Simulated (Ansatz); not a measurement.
ZrS2, space group P-3m1, a calculation of the dielectric tensor and Born charges

Run with the Ansatz DFT code, driven from Python.

The script, `zrs2.py`:
```python
import ansatz
import numpy as np

KGRID = (12, 12, 4)
SCF_TOL = 1e-09
XC = "PBEsol"
SMEARING = "fixed"


def main() -> None:
    vectors = np.array([
        [3.69138, 0.0, 0.0],
        [-1.84569, 3.19683, 0.0],
        [0.0, 0.0, 6.04108],
    ])
    cell = (
        ansatz.Lattice.of(vectors)
        .atom("Zr", [0.0, 0.0, 0.0])
        .atom("S", [2 / 3, 1 / 3, 0.76209])
        .atom("S", [1 / 3, 2 / 3, 0.23791])
    )

    setup = (
        cell.calculation()
        .kpoints(*KGRID, center="gamma")
        .scf(tolerance=SCF_TOL)
        .functional(XC)
        .occupations(SMEARING)
        .dielectric()
    )
    result = setup.run(threads=1, pin="off")
    response = result.dielectric
    eps = np.asarray(response.eps_inf)

    print("eps_inf")
    print(np.round(eps, 3) + 0.0)
    for index, (site, z) in enumerate(zip(result.lattice.sites, response.zstar_e)):
        print("Born charge tensor of", site.symbol, index)
        print(np.round(z, 3) + 0.0)
    print(f"charge neutrality missed by {response.zstar_sum_residual_pre_e:.4f} e before the sum rule")


if __name__ == "__main__":
    main()
```

```console
$ python zrs2.py
DeckWarning: basis.ecutwfc = 420 eV, auto-derived from the records' recommended cutoffs: set by Zr (normal level)
eps_inf
[[11.053  0.     0.   ]
 [ 0.    11.053  0.   ]
 [ 0.     0.     4.987]]
Born charge tensor of Zr 0
[[6.997 0.    0.   ]
 [0.    6.997 0.   ]
 [0.    0.    1.75 ]]
Born charge tensor of S 1
[[-3.498  0.     0.   ]
 [ 0.    -3.498  0.   ]
 [ 0.     0.    -0.875]]
Born charge tensor of S 2
[[-3.498  0.     0.   ]
 [ 0.    -3.498  0.   ]
 [ 0.     0.    -0.875]]
charge neutrality missed by 0.0033 e before the sum rule
```
(Warnings from the package without file and line.)

Caveats:
- The run is spin-unpolarised.
- The Fermi level of a run with fixed occupations marks the highest occupied state on its mesh, not mid-gap.
- Averages over directions belong to no single polarisation, least of all in layered crystals.
- This cell is a computed structure, which may not be the phase found in nature.
- This is the electronic (clamped-ion) response; a semilocal gap that is too small tends to raise it. The typed mesh is that of the SCF; the response is solved on denser meshes that the run picks.
- Processor time in the engine: 110 s on 1 thread of Intel(R) Xeon(R) Processor @ 2.30GHz, on a shared host, peak memory 1.2 GiB.
